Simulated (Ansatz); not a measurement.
The system is Ge.

```xyz
4
Lattice="3.9976 0.0000 0.0000 -1.9988 3.4620 0.0000 0.0000 0.0000 6.5994" Properties=species:S:1:pos:R:3 pbc="T T T"
Ge    0.0000    2.3080    6.1843
Ge    1.9988    1.1540    2.8846
Ge    0.0000    2.3080    3.7148
Ge    1.9988    1.1540    0.4151
```

This isn't the form of Ge at room conditions, which is diamond.

A run of Ansatz 0.2.0 on this cell left the log below. Logs are shortened: lines on timing, memory, paths and dates and some standing lists are left out, and cuts for length are marked.

```text
Warning: RAYON_NUM_THREADS=2 ignored (pool sized by the plan → 2); use --threads N
Engine: ansatz 0.2.0, aarch64-unknown-linux-gnu
Pseudopotentials: kind: paw
Pseudopotential: Ge, paw, valence charge 14, recommended cutoff 420 eV (normal), Ge.paw.azcp
Functional definition: PBE
  parameter kappa = 0.804
  parameter beta = 0.06672455060314922
  exchange = pbe_x(kappa = kappa, mu = beta*pi^2/3)
  correlation = pbe_c(beta = beta)
Crystal: 4 atoms, lattice volume = 91.333 Å³
Basis set: ecut = 420 eV, 1763 PW (Γ), exchange–correlation on 54×54×90 points (8 copies of the dense FFT grid, shifted against one another)
Bands: 34, of which v1, the nominal top of the filled ones, is band 28 counted from 1 (27 counted from 0)
Symmetry: 24 space group operations
Space group: P63/mmc (ITA 194), of the structure as read, at distance tolerance 4.5e-5 Å
k-points: 30 of 256
Non-local potential: Ge, projectors of the file, l = 0: 2, l = 1: 2, l = 2: 3, l = 3: 1
PAW form: soft (Blöchl's): semilocal exchange-correlation on the pseudo side does not see the compensation charge
PAW one-centre angular grid: Ge, 590 points (default); XC on 64 Gauss nodes
Initial density: superposition of atomic densities (neutral atoms: chi_scale 0, normalization atom), corrected by the library's trained network
Initial wavefunctions: pseudopotential atomic-orbital guess
Functional: x = pbe(κ = 0.804, μ = 0.2195149727645171), c = pbe(β = 0.06672455060314922)
SCF iter   1: F=—  HF=-17179.822959 eV  |F-HF|=—  |Δ(HF+E_count)|=         —  Δρ=1.24e-3  dr2=1.49e-3  ethr=1.77e-3  ⟨swp⟩=6.4  Hψ=3778  notcnv=0
preconditioner: auto → Resta (q_TF=auto, 2.515 Å⁻¹)  ε∞=2.7  [insulator: Δε(μ)=0.118 eV  Ē_g=22.572 eV  σ=0.017 eV  W_gap=1.00  n_scr=22 (ndim 8)  ℏωp=29.1 eV  f_vac=0.070  D(μ)=0.00/eV (n_scr^D=0)  ε∞_Penn≈2.7]
SCF iter   2: F=—  HF=-17179.821624 eV  |F-HF|=—  |Δ(HF+E_count)|=   1.33e-3  Δρ=8.92e-4  dr2=5.30e-4  ethr=2.65e-6  ⟨swp⟩=2.0  Hψ=2210  notcnv=0  defer=20
SCF iter   3: F=—  HF=-17179.821495 eV  |F-HF|=—  |Δ(HF+E_count)|=   1.30e-4  Δρ=4.14e-4  dr2=1.53e-4  ethr=9.46e-7  ⟨swp⟩=2.0  Hψ=1771  notcnv=0  defer=20
SCF iter   4: F=—  HF=-17179.821565 eV  |F-HF|=—  |Δ(HF+E_count)|=   7.01e-5  Δρ=1.51e-4  dr2=2.18e-5  ethr=2.73e-7  ⟨swp⟩=3.0  Hψ=1817  notcnv=0  defer=20
SCF iter   5: F=—  HF=-17179.821449 eV  |F-HF|=—  |Δ(HF+E_count)|=   1.16e-4  Δρ=6.39e-5  dr2=2.47e-6  ethr=3.89e-8  ⟨swp⟩=2.2  Hψ=1782  notcnv=0  defer=20
SCF iter   6: F=-17179.821448 eV  HF=-17179.821448 eV  |F-HF|=3.69e-8  |Δ(HF+E_count)|=   4.71e-7  Δρ=6.46e-6  dr2=2.48e-8  ethr=1.79e-10  ⟨swp⟩=5.9  Hψ=4434  notcnv=0
SCF 1 converged in 6 iterations: F = -17179.821448 eV  dr2 = 2.48e-8
  greatest PAW one-centre occupation: 0.998 electrons in one spin orbital (limit 2), on the Ge atom at site 3 (counted from 0), in its partial waves of l = 2
SCF converged after 6 iterations
Free energy (F): -17179.821448 eV
Harris-Foulkes:  -17179.821448 eV  (|F-HF|=3.69e-8)
Internal energy: -17179.821448 eV  (E = F + TS)
E sigma→0 (E₀):  -17179.821448 eV
Fermi energy:    8.570367 eV
--- Per-component energies (eV) ---
  E_band       = -602.305517
  E_kinetic    = 445.991746
  E_local      = -9920.766872  (includes V_loc(G=0)·N_el)
  E_nonlocal   = 1674.263340
  E_hartree    = 4354.368250
  E_xc         = -302.337900
  E_vxc        = -258.527452  (∫ρ·V_xc dr)
  E_paw        = -8079.615889  (= ΣΔE_a)
  E_vpaw       = -1251.994305  (= ΣTr[D̂ρ^β])
  E_aug_tail   = 0.001446  (compensation charges beyond the density's cutoff)
  E_ewald      = -5351.725568
  E_smearing   = -0.000000  (= −TS)
  E_closure    = -0.000000  (closes the sum)
  Σ components = -17179.821448   (vs F -17179.821448, Δ=0.00e0)
--- Forces (eV/Å), atoms counted from 1 ---
  atom   1  Ge     0.00000000    -0.00000000    -0.01873837
  atom   2  Ge    -0.00000000     0.00000000    -0.01873837
  atom   3  Ge     0.00000000    -0.00000000     0.01873837
  atom   4  Ge    -0.00000000     0.00000000     0.01873837
  max |Σ_I F_I| component: 4.16e-17 eV/Å
--- Stress (GPa, compression-positive) ---
        3.046600      -0.000000       0.000000
       -0.000000       3.046600       0.000000
        0.000000       0.000000       2.820971
  P = ⅓ Tr σ = 2.9714 GPa (29.714 kbar)
--- Band table (eV; the first three rows and the last of 30) ---
  k-point 0: bands = ["-16.3633", "-16.3633", "-16.3252", "-16.3252", "-16.3252", "-16.3122", "-16.3001", "-16.3001", "-16.2481", "-16.2481", "-16.1239", "-16.1239", "-16.1105", "-16.0948", "-16.0905", "-16.0905", "-16.0728", "-16.0728", "-16.0429", "-16.0429", "-4.2573", "-2.2189", "0.9113", "7.0377", "7.0377", "8.3584", "8.4370", "8.5084", "8.6345", "8.6345", "10.7799", "10.7799", "11.2652", "13.0624"]
  k-point 1: bands = ["-16.3591", "-16.3591", "-16.3339", "-16.3339", "-16.3226", "-16.3134", "-16.2905", "-16.2905", "-16.2556", "-16.2556", "-16.1182", "-16.1182", "-16.1089", "-16.0977", "-16.0954", "-16.0954", "-16.0673", "-16.0673", "-16.0467", "-16.0467", "-4.0702", "-2.7382", "1.8093", "6.0172", "7.2019", "7.2019", "8.2762", "8.2762", "8.6370", "9.8216", "11.1462", "11.1462", "11.7782", "12.6622"]
  k-point 2: bands = ["-16.3480", "-16.3480", "-16.3480", "-16.3480", "-16.3174", "-16.3174", "-16.2727", "-16.2727", "-16.2727", "-16.2727", "-16.1063", "-16.1063", "-16.1063", "-16.1063", "-16.1039", "-16.1039", "-16.0564", "-16.0564", "-16.0564", "-16.0564", "-3.5281", "-3.5281", "3.7115", "3.7115", "7.6608", "7.6608", "7.6608", "7.6608", "9.2062", "9.2062", "11.8818", "11.8818", "11.8818", "11.8818"]
  k-point 29: bands = ["-16.3773", "-16.3773", "-16.3559", "-16.3559", "-16.2913", "-16.2913", "-16.2302", "-16.2302", "-16.2144", "-16.2144", "-16.1716", "-16.1716", "-16.1470", "-16.1470", "-16.1193", "-16.1193", "-16.0462", "-16.0462", "-16.0222", "-16.0222", "-1.2720", "-1.2720", "0.4572", "0.4572", "4.4090", "4.4090", "6.4457", "6.4457", "9.7725", "9.7725", "12.7706", "12.7706", "13.2905", "13.2905"]
```

Problem. Write the input and the command behind it.

Solution. Single point with PBE, no spin polarisation. The files as run (others can give the same):

input.yaml
```yaml
crystal:
  lattice:
    - [3.9975858431, 0.0, 0.0]
    - [-1.9987929216, 3.462010894, 0.0]
    - [0.0, 0.0, 6.59937795]
  atoms:
    - { symbol: Ge, position: [0.3333333333, 0.6666666667, 0.93709875] }
    - { symbol: Ge, position: [0.6666666667, 0.3333333333, 0.43709875] }
    - { symbol: Ge, position: [0.3333333333, 0.6666666667, 0.56290125] }
    - { symbol: Ge, position: [0.6666666667, 0.3333333333, 0.06290125] }
hamiltonian:
  xc: pbe
  pseudopotentials: { kind: paw }
kpoints:
  mp_grid: { grid: [8, 8, 4] }
scf:
  occupations: { method: gaussian, width: 0.017 }
output:
  forces: true
  stress: true
  eigenvalues: true
```

Potentials or basis: Ansatz PAW.
Launch:
```sh
$ ansatz run input.yaml --threads 2 --pin off --max-ram 5632MiB --backend cpu --events-out ev --progress --plain --runs-dir out
```
